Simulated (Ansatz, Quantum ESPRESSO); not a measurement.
# SiC (wurtzite): bulk modulus from a few volumes

How stiff is wurtzite SiC under hydrostatic load? Each row relaxes cell and atoms at a set pressure. The phase is followed to these pressures whether or not it stays the stable one.

Calculated with Quantum ESPRESSO 7.5, PBEsol, GBRV 1.5 ultrasoft potentials, cutoff 680 eV, Fermi–Dirac smearing 0.02 eV, k-mesh 10×10×6, no spin polarisation, no spin-orbit coupling.

Reference cell, relaxed at zero pressure with PBEsol (P6_3mc): a = 3.0760 Å, b = 3.0760 Å, c = 5.0478 Å, α = 90.00°, β = 90.00°, γ = 120.00°.

```csv
atom,x,y,z
Si,0.3333,0.6667,0.0009
Si,0.6667,0.3333,0.5009
C,0.6667,0.3333,0.1251
C,0.3333,0.6667,0.6251
```

| V (Å³/atom) | V/V0 | P (GPa) | E − E0 (meV/atom) |
| --- | --- | --- | --- |
| 10.5352 | 1.0188 | −4.001 | 2.4 |
| 9.9209 | 0.9594 | 9.985 | 12.7 |
| 9.7384 | 0.9418 | 14.985 | 26.9 |
| 9.5706 | 0.9255 | 19.983 | 45.3 |
| 9.2703 | 0.8965 | 29.980 | 91.9 |

V0 = 10.3406 Å³ an atom, where the residual pressure P0 is −0.003 GPa. **Question.** Fit the Birch–Murnaghan law and give the pressure and the energy at V = 10.1203 Å³ an atom, a row left out above.

With the Eulerian strain f = ½[(V0/V)^(2/3) − 1] and F = (P − P0)/[3f(1 + 2f)^(5/2)], the third-order law is the line F = B0 + (3/2) B0 (B′ − 4) f.

```
       f  F (GPa)
 0.03778   220.50
 0.02647   221.22
 0.02041   221.53
 0.01400   221.88
−0.00618   222.58
```

A straight line through the 5 rows: the means are 0.0185 for f and 221.54 for F, Σ(Δx)² = 0.001068 and ΣΔxΔy = −0.04982, so the slope is −0.04982/0.001068 = −46.635 and the intercept 221.54 − (−46.635)(0.0185) = 222.4.

Hence B0 = 222.4 GPa and B′ = 4 + (−46.6)/(1.5 × 222.4) = 3.86. For the withheld volume f = 0.00723, F = 222.07 GPa and P = 4.99 GPa. The run itself gives 4.99 GPa, so the estimate misses by 0.00 GPa, a rounding's worth.

Integrating the same law gives E − E0 = (9/2) B0 V0 f²[1 + (B′ − 4) f] + P0(V0 − V), with 1 GPa Å³ = 6.2415 meV: 3.4 meV an atom. The run itself gives 3.4 meV, so the estimate misses by 0.0 meV, a rounding's worth.

The same fit over all rows at other levels or in other programs gives B0 = 222 GPa with PBEsol (Quantum ESPRESSO, PseudoDojo) and 223 GPa with PBEsol (Ansatz).

[Logs are printed without paths, hosts, clocks, repeated set-up lines and the standing remarks that a program may print on its own settings, such as how far it seeks lower states.]
